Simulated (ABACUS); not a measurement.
# Ge in ABACUS: the effect of strain along c

Ge:

```
Ge
1.0
    -0.08487    2.74404    2.82891
     2.74404   -0.08487    2.82891
     2.65918    2.65918    0.00000
Ge
2
Cartesian
  3.9888 3.9888 4.2434
  2.6592 2.6592 2.8289
```

The cell isn't the ideal one: cell strained by -0.06 along c.

Alike in all runs:

* Program: ABACUS 3.10.1
* Task: single point
* Functional: PBE
* Potentials or basis: PseudoDojo NC SR 0.4.1 PBE standard
* Cutoff: 1361 eV
* Density cutoff: 5442 eV
* Basis: DZP LCAO (the cutoffs set its grid)
* k mesh: 6 × 6 × 6
* Occupations: fermi-dirac, width 0.05 eV
* Spin: no spin polarisation
* Radial cutoff of the potentials (pseudo_rcut): 7 bohr
* Orbital files: Ge Ge_confined-atom_7au_2s2p2d.orb
* SCF threshold on the density: 1e-07
* Max SCF steps: 100
* Eigensolver: genelpa
* Mixing: broyden

```tsv
strain along c	gap on the mesh (eV)	pressure (GPa)
-0.06	none	10.9
-0.03	0.10	7.3
0	?	?
0.03	none	2.6
0.06	none	0.9
```

Q: What does the run with strain along c 0 give?

A: gap on the mesh 0.16 eV; pressure 4.6 GPa.

Worked out: A parabola through the other rows of the pressure, of slope -82.3 GPa per unit of strain along c there, gives 4.6 GPa, against the run's 4.6.

Caveats: the atomic orbitals were generated for these runs and aren't a published set; the basis of atomic orbitals isn't converged, which shifts pressures, moduli and gaps.

A k mesh can miss the band edges.

A gap of «none» marks a metal or a gap under the smearing width.
